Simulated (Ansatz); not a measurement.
# FeGe

Computed with Ansatz (plane waves, PAW, 500 eV cutoff): r²SCAN, scalar-relativistic, collinear spin, Γ-centred 8×8×8 mesh, 0.05 eV Gaussian smearing; PAW files: Ansatz's generated set soft_2.

```cif
data_structure
_symmetry_space_group_name_H-M 'P6/mmm'
_symmetry_Int_Tables_number 191
_cell_length_a 4.9936
_cell_length_b 4.9936
_cell_length_c 4.1153
_cell_angle_alpha 90.000
_cell_angle_beta 90.000
_cell_angle_gamma 120.000
_cell_volume 88.87
loop_
_atom_site_label
_atom_site_type_symbol
_atom_site_symmetry_multiplicity
_atom_site_Wyckoff_symbol
_atom_site_fract_x
_atom_site_fract_y
_atom_site_fract_z
_atom_site_occupancy
Fe1 Fe 3 f 0.50000 0.00000 0.00000 1
Ge1 Ge 1 a 0.00000 0.00000 0.00000 1
Ge2 Ge 2 d 0.33333 0.66667 0.50000 1
```

The chain of runs began from a structure of the Materials Project database, expanded in volume; all values here are this work's own. Such entries can be computed or ordered models and not known phases.

Cell and atoms are those of this level's equilibrium.

The run used a cell of 6 atoms; the mesh refers to it.

```
Volume                                                : 14.81 Å³/atom
Band gap                                              : zero (metallic)
Density of states at the Fermi level                  : 0.50 states/(eV·atom)
Formation energy from the elements (0 K, uncorrected) : 0.01 eV/atom
Bulk modulus (Birch–Murnaghan)                        : 106 GPa
```

(1) Estimate the Bader charges at this level of theory (r²SCAN).

(2) Fill in the site spin moments (r²SCAN).

Answers:

(1) Fe 0.18; Ge -0.21, -0.17 e.

(2) Fe 2.43; Ge -0.07, -0.06 μB.

**What was measured.** From “Discovery of charge density wave in a correlated kagome lattice antiferromagnet”, 2022, arxiv:2203.11467, for a bulk crystal of FeGe at 150 K: lattice constant a 4.98493 ± 0.00011 Å; lattice constant c 4.04911 ± 0.0001 Å.

The results are compared with them further down.

**Against experiment.** Measured lattice constant a of FeGe: 4.98493 Å (150 K; “Discovery of charge density wave in a correlated kagome lattice antiferromagnet”, 2022, arxiv:2203.11467). This calculation gives 4.994 Å (+0.2 %). 4 values of this kind are on record (4.9827 to 4.995 Å); this one was drawn at random among those near their median, those with a stated uncertainty first. Measured lattice constant c of FeGe: 4.04911 Å (150 K; “Discovery of charge density wave in a correlated kagome lattice antiferromagnet”, 2022, arxiv:2203.11467). This calculation gives 4.115 Å (+1.6 %). 3 values of this kind are on record (4.04911 to 4.053 Å); this one was drawn at random among those near their median, those with a stated uncertainty first. 1 more, off the median of the measured values, is set aside. The calculation is for a static lattice, without zero-point motion or thermal expansion.

The moments change along the equation of state, so B0 holds a magnetic softening and is less sure. The run wasn't fully tested for a lower electronic state. Site moments are of spin, integrated over atomic spheres.
